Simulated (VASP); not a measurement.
Wanted: the native input for a VASP 6.6.1 run.

| Property | Result |
| --- | --- |
| Task | single point |
| Functional | PBEsol |
| Potentials or basis | VASP PAW PBE potentials, release 64 (Cs_sv) |
| Cutoff | 520 eV |
| k mesh | 10 × 10 × 10 |
| Occupations | gaussian, width 0.1 eV |
| Spin | no spin polarisation |
| Dipole correction | no |
| Further INCAR settings | ALGO = Normal; EDIFF = 1e-06; NBANDS = 10 |

The structure of Cs lies in POSCAR:

```
Cs
1.0
    0.0000000000      3.8169746099      3.8169746099
    3.8169746099      0.0000000000      3.8169746099
    3.8169746099      3.8169746099      0.0000000000
Cs
1
Direct
    0.0000000000      0.0000000000      0.0000000000
```

This isn't the form of Cs at room conditions, which is bcc.

The cell isn't the ideal one: strained and moved within the space group.

One way to write it, as run:

INCAR

```
PREC = Accurate
ENCUT = 520
EDIFF = 1E-6
ISMEAR = 0
SIGMA = 0.1
LREAL = False
LASPH = True
NELM = 100
ALGO = Normal
ISIF = 2
LWAVE = False
LCHARG = False
GGA = PS
NBANDS = 10
```

KPOINTS

```
regular mesh
0
Gamma
  10 10 10
```

Potentials or basis: VASP PAW PBE potentials, release 64 (Cs_sv).

Launch:

```sh
$ cat potpaw_PBE.64/Cs_sv/POTCAR > POTCAR
$ mpirun -np 1 vasp_std > vasp.out
```

It gave:

The pressure is 0.0 GPa. The band gap on the k mesh is none (metal or under the smearing width).

Caveat: the PAW data sets were made with another functional, which shifts forces and pressure a little.

Run time: 14 s on 1 thread of Intel(R) Xeon(R) 6975P-C (Granite Rapids), on a shared host, peak memory 0.25 GiB.
